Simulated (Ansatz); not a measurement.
# FeO (I4/mmm) in Ansatz: settings compared

One crystal, FeO, is run at these levels: LDA, LDA+U; tasks: projected density of states.

All numbers are computed with Ansatz 0.2.0; they aren't measurements. Logs are shortened: lines on timing, memory, paths and dates and some standing lists are left out, and cuts for length are marked.

### 1 The crystal as given

The structure is tetragonal, space group I4/mmm (No. 139). Conventional cell: a = 3.204 Å, b = 3.204 Å, c = 4.167 Å, α = 90.00°, β = 90.00°, γ = 90.00°. Fe (site symmetry 4/mmm) has 6 O at 2.08 to 2.27 Å as nearest neighbours. Around O (site symmetry 4/mmm) lie 6 Fe at 2.08 to 2.27 Å.

The cell comes from a database or a generator and needn't be the stable form of this composition.

### 2 Projected density of states, LDA, collinear spin, ferromagnetic start

File input.yaml:

```yaml
crystal:
  lattice:
    - [-1.602103413, 1.602103413, 2.08339225]
    - [1.602103413, -1.602103413, 2.08339225]
    - [1.602103413, 1.602103413, -2.08339225]
  atoms:
    - { symbol: Fe, position: [0.0, 0.0, 0.0], spin: 3.0 }
    - { symbol: O, position: [0.5, 0.5, 0.0] }
hamiltonian:
  xc: lda
  pseudopotentials: { kind: paw }
magnetization:
  spin_polarized: true
kpoints:
  mp_grid: { grid: [12, 12, 12] }
scf:
  occupations: { method: fermi_dirac, width: 0.05 }
  n_extra_bands: 6
output:
  forces: true
  stress: true
  eigenvalues: true
  dos: { projected: true, de: 0.05, nscf_kmesh: { grid: [18, 18, 18] } }
  write_density: true
  write_potential: true
  elf: true
  volumetric_format: npy
```

Potentials or basis: Ansatz PAW.

Launch:

```
ansatz run input.yaml --threads 2 --pin off --max-ram 5632MiB --backend cpu --events-out ev --progress --plain --runs-dir out
```

Output:

```text
Warning: RAYON_NUM_THREADS=2 ignored (pool sized by the plan → 2); use --threads N
scf.n_extra_bands = 6 over 11 filled bands (N_el = 22.0): the run solves 17 bands
Engine: ansatz 0.2.0, aarch64-unknown-linux-gnu
Pseudopotentials: kind: paw
Pseudopotential: Fe, paw, valence charge 16, recommended cutoff 420 eV (normal), Fe.paw.azcp
Pseudopotential: O, paw, valence charge 6, recommended cutoff 420 eV (normal), O.paw.azcp
Functional definition: SPW92
  exchange = slater_x
  correlation = pw_c
Crystal: 2 atoms, lattice volume = 21.390 Å³
Basis set: ecut = 420 eV, 411 PW (Γ)
Bands: 17, of which v1, the nominal top of the filled ones, is band 11 counted from 1 (10 counted from 0)
Symmetry: 16 space group operations
Space group: I4/mmm (ITA 139), of the structure as read, at distance tolerance 2.8e-5 Å
Magnetic group: BNS 139.531 (UNI 1191), of the structure as read, at distance tolerance 2.8e-5 Å
k-points: 163 of 1728
Non-local potential: Fe, projectors of the file, l = 0: 3, l = 1: 2, l = 2: 3, l = 3: 1
Non-local potential: O, projectors of the file, l = 0: 2, l = 1: 2, l = 2: 1
PAW form: soft (Blöchl's): semilocal exchange-correlation on the pseudo side does not see the compensation charge
PAW frozen core: Fe, regenerated for the run's functional, and the local potential with it (the file was generated under x = pbe(κ = 0.804, μ = 0.2195149727645171), c = pbe(β = 0.06672455060314922))
PAW frozen core: O, regenerated for the run's functional, and the local potential with it (the file was generated under x = pbe(κ = 0.804, μ = 0.2195149727645171), c = pbe(β = 0.06672455060314922))
PAW one-centre angular grid: Fe, 590 points (default); XC on 64 Gauss nodes
PAW one-centre angular grid: O, 110 points (default); XC on 64 Gauss nodes
Initial density: superposition of atomic densities (chi_scale 0.1, normalization cell, long waves kept (reshape's long-wave potential 0.00 eV rms))
Starting moments: Σ|m| = 3 μB on 1 of 2 sites
Initial wavefunctions: pseudopotential atomic-orbital guess
Functional: x = slater, c = lda
SCF iter   1: F=—  HF=-4973.808315 eV  |F-HF|=—  |Δ(HF+E_count)|=         —  Δρ=1.26e-1 (↑1.26e-1 ↓7.06e-2)  dr2=4.55e0  dr2_m=8.28e-1  M=3.588 μB ∫|m|=3.588 μB  β_m=0.30  ethr=3.10e-3  ⟨swp⟩=4.4  Hψ=23061  notcnv=0
Mixer restart at iter 1: flushing history
preconditioner: auto → none  [metal: Δε(μ)=0.006 eV  Ē_g=12.354 eV  σ=0.050 eV  W_gap=0.03  n_scr=8 (ndim 8)  ℏωp=30.0 eV  f_vac=0.000  D(μ)=3.02/eV (n_scr^D=58)  sad-step TF]
SCF iter   2: F=—  HF=-4973.921167 eV  |F-HF|=—  |Δ(HF+E_count)|=   1.13e-1  Δρ=8.50e-2 (↑8.50e-2 ↓6.09e-2)  dr2=4.56e-1  dr2_m=9.53e-1  M=3.946 μB ∫|m|=3.946 μB  β_m=0.45  ethr=3.10e-3  ⟨swp⟩=2.9  Hψ=12964  notcnv=0  defer=98
SCF iter   3: F=—  HF=-4973.978476 eV  |F-HF|=—  |Δ(HF+E_count)|=   5.73e-2  Δρ=3.38e-2 (↑3.38e-2 ↓3.06e-2)  dr2=2.58e-1  dr2_m=1.42e-1  M=3.950 μB ∫|m|=3.951 μB  β_m=0.53  ethr=2.07e-3  ⟨swp⟩=2.0  Hψ=9484  notcnv=0  defer=111
SCF iter   4: F=—  HF=-4973.983558 eV  |F-HF|=—  |Δ(HF+E_count)|=         —  Δρ=6.20e-3 (↑6.20e-3 ↓2.26e-3)  dr2=6.75e-3  dr2_m=1.40e-3  M=3.998 μB ∫|m|=4.003 μB  β_m=0.53  ethr=1.17e-3  ⟨swp⟩=2.2  Hψ=8990  notcnv=0  defer=111
Mixer restart at iter 4: flushing history
SCF iter   5: F=—  HF=-4973.988503 eV  |F-HF|=—  |Δ(HF+E_count)|=   4.95e-3  Δρ=3.22e-3 (↑3.22e-3 ↓2.66e-3)  dr2=2.97e-3  dr2_m=2.08e-4  M=3.999 μB ∫|m|=4.003 μB  β_m=0.61  ethr=3.07e-5  ⟨swp⟩=2.1  Hψ=12071  notcnv=0  defer=126
SCF iter   6: F=—  HF=-4973.990648 eV  |F-HF|=—  |Δ(HF+E_count)|=   2.14e-3  Δρ=1.35e-3 (↑1.35e-3 ↓9.37e-4)  dr2=5.41e-4  dr2_m=1.16e-4  M=3.999 μB ∫|m|=4.004 μB  β_m=0.59  ethr=1.35e-5  ⟨swp⟩=2.0  Hψ=10657  notcnv=0  defer=126
SCF iter   7: F=—  HF=-4973.990794 eV  |F-HF|=—  |Δ(HF+E_count)|=   1.46e-4  Δρ=1.09e-3 (↑6.61e-4 ↓1.09e-3)  dr2=5.27e-4  dr2_m=1.73e-5  M=3.999 μB ∫|m|=4.004 μB  β_m=0.57  ethr=2.46e-6  ⟨swp⟩=2.0  Hψ=10014  notcnv=0  defer=126
SCF iter   8: F=—  HF=-4973.990886 eV  |F-HF|=—  |Δ(HF+E_count)|=   9.20e-5  Δρ=2.44e-4 (↑2.44e-4 ↓2.02e-4)  dr2=6.87e-6  dr2_m=5.87e-6  M=3.999 μB ∫|m|=4.004 μB  β_m=0.65  ethr=2.40e-6  ⟨swp⟩=2.0  Hψ=7534  notcnv=0  defer=126
SCF iter   9: F=—  HF=-4973.990880 eV  |F-HF|=—  |Δ(HF+E_count)|=   5.39e-6  Δρ=5.99e-5 (↑5.99e-5 ↓3.85e-5)  dr2=1.68e-7  dr2_m=3.89e-7  M=3.999 μB ∫|m|=4.004 μB  β_m=0.77  ethr=3.12e-8  ⟨swp⟩=2.0  Hψ=7782  notcnv=0  defer=126
SCF iter  10: F=—  HF=-4973.990880 eV  |F-HF|=—  |Δ(HF+E_count)|=   5.70e-8  Δρ=7.46e-6 (↑7.46e-6 ↓6.79e-6)  dr2=3.96e-9  dr2_m=8.12e-9  M=3.999 μB ∫|m|=4.004 μB  β_m=0.75  ethr=7.66e-10  ⟨swp⟩=2.5  Hψ=8941  notcnv=0  defer=126
SCF iter  11: F=-4973.990880 eV  HF=-4973.990880 eV  |F-HF|=1.61e-10  |Δ(HF+E_count)|=   2.06e-9  Δρ=1.28e-6 (↑7.77e-7 ↓1.28e-6)  dr2=2.31e-10  dr2_m=1.35e-10  M=3.999 μB ∫|m|=4.004 μB  ethr=1.80e-11  ⟨swp⟩=5.5  Hψ=28031  notcnv=0
SCF 1 converged in 11 iterations: F = -4973.990880 eV  dr2 = 2.31e-10
NSCF: frozen V_eff on 480 k-points
SCF converged after 11 iterations
Magnetization: 3.9994 μB (12.9997 up, 9.0003 down)
Absolute magnetization: 4.0043 μB (∫|ρ↑−ρ↓|, with the PAW one-centre terms)
Spin contamination: 0.0114 ħ² per cell (⟨S²⟩ above its minimum at these occupations)
Per-site moments (μB) at R_I (Å): [(3.3668891751861607, 0.8593993031250001), (0.32658318903205674, 0.8593993031250001)]
Free energy (F): -4973.990880 eV
Harris-Foulkes:  -4973.990880 eV  (|F-HF|=1.61e-10)
Internal energy: -4973.977407 eV  (E = F + TS)
E sigma→0 (E₀):  -4973.984144 eV
Entropy (-TS):   -0.013473 eV (-6.736 meV/atom)
Fermi energy:    12.920807 eV
--- Per-component energies (eV) ---
  E_band       = -295.743563
  E_kinetic    = 511.882642
  E_local      = -2695.432187  (includes V_loc(G=0)·N_el)
  E_nonlocal   = 284.119016
  E_hartree    = 1091.481675
  E_xc         = -184.759357
  E_vxc        = -238.463534  (∫ρ·V_xc dr)
  E_paw        = -1456.718425  (= ΣΔE_a)
  E_vpaw       = -340.816048  (= ΣTr[D̂ρ^β])
  E_aug_tail   = 0.002953  (compensation charges beyond the density's cutoff)
  E_ewald      = -2525.052183
  E_core_change = 0.498457  (= ΣΔE_core)
  E_smearing   = -0.013473  (= −TS)
  E_closure    = 0.000000  (closes the sum)
  Σ components = -4973.990880   (vs F -4973.990880, Δ=0.00e0)
--- Forces (eV/Å), atoms counted from 1 ---
  atom   1  Fe    -0.00000000     0.00000000     0.00000000
  atom   2  O     -0.00000000     0.00000000     0.00000000
  max |Σ_I F_I| component: 1.12e-31 eV/Å
--- Stress (GPa, compression-positive) ---
      -22.888067       0.000000      -0.000000
        0.000000     -22.888067      -0.000000
       -0.000000      -0.000000     -21.642904
  P = ⅓ Tr σ = -22.4730 GPa (-224.730 kbar)
--- Band table (eV; the first three rows and the last of 326) ---
  k-point 0 ↑: bands = ["-76.0656", "-42.4749", "-42.4711", "-42.4711", "-7.1218", "9.0693", "9.1639", "9.1639", "9.3162", "9.3162", "9.3627", "9.4589", "9.4877", "12.7787", "27.9028", "29.2930", "29.2930"]
  k-point 1 ↑: bands = ["-76.0653", "-42.4761", "-42.4736", "-42.4717", "-7.0465", "8.0815", "8.6894", "8.9744", "9.1125", "9.4565", "9.5651", "9.8169", "10.3104", "13.3414", "26.7971", "28.4089", "28.9105"]
  k-point 2 ↑: bands = ["-76.0644", "-42.4805", "-42.4793", "-42.4734", "-6.8443", "6.9267", "8.3521", "8.6609", "8.9739", "9.5208", "9.9493", "10.1562", "10.7076", "14.6982", "25.5891", "26.1326", "27.2918"]
  k-point 162 ↓: bands = ["-72.0914", "-38.6591", "-38.6591", "-38.6362", "-5.3538", "6.5926", "8.5830", "8.5830", "10.9891", "13.4827", "13.6362", "13.6362", "13.8911", "18.9107", "22.3330", "23.9524", "26.9718"]
```

It took 12 s on 2 threads of Arm Neoverse V1, shared host; peak memory 0.39 GiB.

What came out:

| Quantity | Value |
| --- | --- |
| Free energy | -4973.9909 eV |
| Pressure | -22.5 GPa |
| Band gap on the k mesh | none (metal or under the smearing width) |
| Net moment | 4.00 μB per cell |
| Absolute moment | 4.00 μB per cell |
| Site moments | Fe +3.37; O +0.33 μB |
| Density of states at the Fermi level | 1.54 states/eV per cell |

Stress tensor (GPa, compression positive):
```
-22.89   0.00   0.00
  0.00 -22.89   0.00
  0.00   0.00 -21.64
```

Levels at points of the mesh, in eV from the Fermi level:
Spin up:
```csv
k point,band 10,band 11,band 12,band 13,band 14,band 15,band 16,band 17
"(0.00, 0.00, 0.00)",-3.60,-3.56,-3.46,-3.43,-0.14,14.98,16.37,16.37
"(0.00, 0.00, -0.50)",-3.16,-2.74,-2.65,-2.63,4.70,7.78,10.75,13.43
"(0.00, -0.50, 0.00)",-2.86,-2.37,-0.69,-0.07,3.75,7.75,11.01,12.96
"(-0.50, -0.50, -0.50)",-3.07,-2.68,-2.68,-2.54,4.80,8.82,9.69,13.11
```
Spin down:
```tsv
k point	band 5	band 6	band 7	band 8	band 9	band 10	band 11	band 12	band 13	band 14
(0.00, 0.00, 0.00)	-19.47	-3.29	-2.98	-2.98	-0.75	-0.75	-0.42	-0.36	-0.11	1.06
(0.00, 0.00, -0.50)	-18.42	-6.51	-4.36	-3.82	-1.86	0.39	0.57	0.79	0.92	5.89
(0.00, -0.50, 0.00)	-18.36	-7.58	-4.98	-4.82	0.28	0.50	0.63	2.12	2.74	4.33
(-0.50, -0.50, -0.50)	-18.27	-6.33	-4.34	-4.34	-1.93	0.56	0.72	0.72	0.97	5.99
```

States per cell in windows of 0.5 eV (zero at the Fermi level; states under -8 eV left out):
```csv
from (eV),up,down,Fe 3d up,Fe 3d down,O 2p up,O 2p down,Fe 4s up,Fe 4s down
-8.0,0.21,0.00,0.05,0.00,0.13,0.00,0.03,0.00
-7.5,0.44,0.09,0.09,0.01,0.29,0.06,0.06,0.02
-7.0,0.25,0.30,0.04,0.04,0.18,0.21,0.02,0.05
-6.5,0.76,0.45,0.29,0.04,0.44,0.34,0.01,0.05
-6.0,0.75,0.17,0.30,0.02,0.43,0.13,0.01,0.01
-5.5,0.38,0.41,0.14,0.07,0.23,0.32,0.00,0.01
-5.0,0.15,0.88,0.06,0.20,0.09,0.66,0.00,0.01
-4.5,0.06,0.48,0.03,0.08,0.02,0.39,0.00,0.00
-4.0,0.23,0.18,0.20,0.02,0.03,0.15,0.00,0.00
-3.5,0.88,0.04,0.82,0.00,0.04,0.04,0.00,0.00
-3.0,1.49,0.00,1.37,0.00,0.10,0.00,0.01,0.00
-2.5,1.07,0.00,0.81,0.00,0.21,0.00,0.02,0.00
-2.0,0.46,0.02,0.29,0.02,0.15,0.00,0.01,0.00
-1.5,0.41,0.11,0.23,0.10,0.17,0.01,0.01,0.00
-1.0,0.30,0.26,0.16,0.23,0.14,0.02,0.00,0.00
-0.5,0.14,0.52,0.07,0.48,0.07,0.03,0.00,0.00
0.0,0.00,1.20,0.00,1.13,0.00,0.05,0.00,0.01
0.5,0.01,1.42,0.00,1.30,0.00,0.09,0.00,0.01
1.0,0.01,0.64,0.00,0.52,0.00,0.07,0.01,0.01
1.5,0.02,0.50,0.00,0.37,0.00,0.10,0.01,0.01
2.0,0.03,0.31,0.00,0.21,0.01,0.08,0.01,0.01
2.5,0.04,0.09,0.00,0.05,0.01,0.02,0.02,0.01
3.0,0.05,0.03,0.00,0.00,0.01,0.01,0.03,0.01
3.5,0.08,0.04,0.00,0.00,0.02,0.01,0.04,0.02
4.0,0.11,0.06,0.00,0.00,0.02,0.01,0.05,0.03
4.5,0.14,0.10,0.00,0.01,0.02,0.02,0.07,0.04
5.0,0.16,0.11,0.00,0.01,0.02,0.02,0.09,0.04
5.5,0.14,0.12,0.00,0.01,0.01,0.02,0.08,0.05
6.0,0.12,0.16,0.00,0.00,0.01,0.02,0.06,0.09
6.5,0.08,0.14,0.00,0.00,0.01,0.01,0.05,0.08
7.0,0.10,0.11,0.00,0.00,0.01,0.01,0.05,0.05
7.5,0.36,0.08,0.00,0.00,0.04,0.01,0.10,0.04
```

Caveat: the pressure holds a Pulay correction of +0.9 GPa for the finite cutoff; a cell with one magnetic atom can't hold antiferromagnetic order, which such compounds often take; semilocal functionals often make such compounds metallic where correlation or magnetic order opens a gap, which also shifts bond lengths; the PAW data sets come from PBE, with cores solved anew for the run's functional, which leaves a small shift of forces and pressure; the density of states is complete only up to the lowest level of the last band computed.

### 3 Projected density of states, LDA+U, collinear spin, ferromagnetic start

Changes to input.yaml since step 2:

```diff
@@ -11,2 +11,3 @@
   pseudopotentials: { kind: paw }
+  hubbard: { sites: [{ species: Fe, l: d, u_eff: 1.0 }] }
 magnetization:
@@ -23,5 +24 @@
   dos: { projected: true, de: 0.05, nscf_kmesh: { grid: [18, 18, 18] } }
-  write_density: true
-  write_potential: true
-  elf: true
-  volumetric_format: npy
```

Potentials or basis: Ansatz PAW.

Launch:

```
ansatz run input.yaml --threads 2 --pin off --max-ram 5632MiB --backend cpu --events-out ev --progress --plain --runs-dir out
```

Output:

```text
Warning: RAYON_NUM_THREADS=2 ignored (pool sized by the plan → 2); use --threads N
Fe: projections on atomic orbitals take those of the free atom [Ne] 3s2 3p6 3d6 4s2, of charge +0.00 (hamiltonian.pseudopotentials.projection_atoms); the dataset's partial waves leave at most 1.1e-6 of an orbital's norm unspanned inside its sphere
O: projections on atomic orbitals take those of the free atom [He] 2s2 2p4, of charge +0.00 (hamiltonian.pseudopotentials.projection_atoms); the dataset's partial waves leave at most 1.9e-8 of an orbital's norm unspanned inside its sphere
scf.n_extra_bands = 6 over 11 filled bands (N_el = 22.0): the run solves 17 bands
[... 6 set-up lines as earlier in the session ...]
[... 71 lines left out ...]
  E_vpaw       = -340.715437  (= ΣTr[D̂ρ^β])
  E_aug_tail   = 0.002956  (compensation charges beyond the density's cutoff)
  E_ewald      = -2525.052183
  E_core_change = 0.498457  (= ΣΔE_core)
  E_smearing   = -0.013179  (= −TS)
  E_closure    = 0.000000  (closes the sum)
  Σ components = -4973.505923   (vs F -4973.505923, Δ=0.00e0)
--- Forces (eV/Å), atoms counted from 1 ---
  atom   1  Fe    -0.00000000     0.00000000     0.00000000
  atom   2  O     -0.00000000     0.00000000    -0.00000000
  max |Σ_I F_I| component: 3.16e-30 eV/Å
--- Stress (GPa, compression-positive) ---
      -22.561815      -0.000000       0.000000
       -0.000000     -22.561815      -0.000000
        0.000000       0.000000     -20.293303
  P = ⅓ Tr σ = -21.8056 GPa (-218.056 kbar)
--- Band table (eV; the first three rows and the last of 326) ---
  k-point 0 ↑: bands = ["-76.1503", "-42.5938", "-42.5350", "-42.5350", "-7.0606", "8.5892", "8.5892", "8.7967", "8.9260", "8.9394", "9.1338", "9.3917", "9.3917", "12.7761", "27.9072", "29.2750", "29.2750"]
  k-point 1 ↑: bands = ["-76.1500", "-42.5949", "-42.5375", "-42.5356", "-6.9853", "7.8691", "8.4036", "8.5387", "8.7309", "8.8971", "9.3394", "9.6158", "10.0122", "13.3568", "26.7906", "28.4148", "28.8948"]
  k-point 2 ↑: bands = ["-76.1491", "-42.5982", "-42.5444", "-42.5373", "-6.7840", "6.7699", "8.1577", "8.4021", "8.4792", "8.9575", "9.6283", "9.8913", "10.3520", "14.7200", "25.5763", "26.1193", "27.2989"]
  k-point 162 ↓: bands = ["-72.1444", "-38.7028", "-38.7026", "-38.7026", "-5.2913", "6.6136", "8.6146", "8.6146", "11.0323", "13.7525", "13.7525", "13.8343", "14.1511", "18.9044", "22.3489", "23.9369", "26.9786"]
Occupation matrices written to <dir>
```

occupation_matrices:

```text
# The occupation matrices of the corrected shells as a run of Ansatz 0.0.0 ended. An entry of
# hamiltonian.hubbard.sites starts from them by `starting_ns: <path of this file>`, where that key's refused
# combinations let it.
# Free energy -4973.505923 eV.
# projection_atom_Fe: [Ne] 3s2 3p6 3d6 4s2
[... 22 lines left out ...]
      - [0.0, 0.0, -8.470329472543003e-22, 0.0, 0.9958595166140594]
  site0_d_down:
    matrix:
      - [0.16408731864943416, 0.0, 0.0, -1.734723475976807e-17, -1.0842021724855044e-19]
      - [0.0, 0.33299622102002, 0.0, 2.710505431213761e-20, 0.0]
      - [0.0, 3.469446951953614e-18, 0.3329962210200201, 0.0, -4.235164736271502e-21]
      - [-1.734723475976807e-17, 2.710505431213761e-20, 0.0, 0.41678421173423336, 0.0]
      - [-1.0842021724855044e-19, 0.0, -4.235164736271502e-21, 0.0, 0.13025471054487492]
```

Wall time 65 s (2 threads of Arm Neoverse V1, shared host); peak memory 1.2 GiB.

What came out:

```yaml
Free_energy: -4973.5059 eV
Pressure: -21.8 GPa
Band_gap_on_the_k_mesh: none (metal or under the smearing width)
Net_moment: 4.00 μB per cell
Absolute_moment: 4.01 μB per cell
Site_moments: Fe +3.39; O +0.30 μB
Density_of_states_at_the_Fermi_level: 1.49 states/eV per cell
```

Levels at points of the mesh, in eV from the Fermi level:
Spin up:
```
              k point  band 9  band 10  band 11  band 12  band 13  band 14  band 15  band 16  band 17
   (0.00, 0.00, 0.00)   -4.09    -4.08    -3.89    -3.63    -3.63    -0.24    14.89    16.26    16.26
  (0.00, 0.00, -0.50)   -4.46    -3.83    -3.37    -3.31    -3.28     4.59     7.73    10.63    13.35
  (0.00, -0.50, 0.00)   -3.60    -3.53    -2.91    -1.02    -0.42     3.66     7.68    10.91    12.85
(-0.50, -0.50, -0.50)   -4.99    -3.73    -3.37    -3.37    -3.17     4.69     8.75     9.59    13.03
```
Spin down:
```csv
k point,band 5,band 6,band 7,band 8,band 9,band 10,band 11,band 12,band 13,band 14
"(0.00, 0.00, 0.00)",-19.54,-3.35,-3.04,-3.04,-0.73,-0.73,-0.49,-0.29,0.14,1.08
"(0.00, 0.00, -0.50)",-18.46,-6.59,-4.42,-3.88,-1.83,0.50,0.61,0.81,1.11,5.79
"(0.00, -0.50, 0.00)",-18.42,-7.64,-4.97,-4.80,0.22,0.53,0.63,2.29,2.85,4.24
"(-0.50, -0.50, -0.50)",-18.31,-6.41,-4.40,-4.40,-1.99,0.73,0.73,0.82,1.13,5.89
```

States per cell in windows of 1 eV (zero at the Fermi level; states under -8 eV left out):
```tsv
from (eV)	up	down	Fe 3d down	Fe 3d up	O 2p down	O 2p up	Fe 4s up	Fe 4s down
-8.0	0.74	0.17	0.02	0.17	0.11	0.46	0.08	0.03
-7.0	1.49	0.72	0.07	0.68	0.54	0.77	0.01	0.09
-6.0	0.61	0.71	0.12	0.30	0.55	0.30	0.00	0.02
-5.0	0.58	1.26	0.24	0.50	0.99	0.07	0.00	0.01
-4.0	2.59	0.14	0.02	2.27	0.12	0.26	0.03	0.00
-3.0	1.02	0.00	0.00	0.60	0.00	0.37	0.02	0.00
-2.0	0.69	0.17	0.16	0.33	0.01	0.34	0.01	0.00
-1.0	0.15	0.91	0.83	0.06	0.05	0.08	0.00	0.01
0.0	0.02	2.37	2.20	0.00	0.12	0.00	0.01	0.03
1.0	0.04	1.18	0.95	0.00	0.15	0.01	0.02	0.03
2.0	0.07	0.42	0.28	0.00	0.10	0.02	0.04	0.02
3.0	0.16	0.07	0.01	0.00	0.02	0.03	0.08	0.04
4.0	0.27	0.18	0.01	0.00	0.03	0.04	0.14	0.07
5.0	0.29	0.25	0.01	0.00	0.04	0.03	0.16	0.11
6.0	0.17	0.29	0.01	0.00	0.03	0.02	0.09	0.16
7.0	0.52	0.15	0.00	0.00	0.01	0.05	0.16	0.08
```

Eigenvalues of the final occupation matrices:
| site | spin | trace | eigenvalues |
| --- | --- | --- | --- |
| site 1 | 1 | 4.98 | 0.99 1.00 1.00 1.00 1.00 |
| site 1 | 2 | 1.38 | 0.13 0.16 0.33 0.33 0.42 |

Caveat: the magnetic or orbital state may not be the lowest; the pressure holds a Pulay correction of +0.9 GPa for the finite cutoff; a cell with one magnetic atom can't hold antiferromagnetic order, which such compounds often take; the PAW data sets come from PBE, with cores solved anew for the run's functional, which leaves a small shift of forces and pressure; the density of states is complete only up to the lowest level of the last band computed. The state reached can hang on the start; a lower one may exist.

(Part 1 of 2 ends here.)
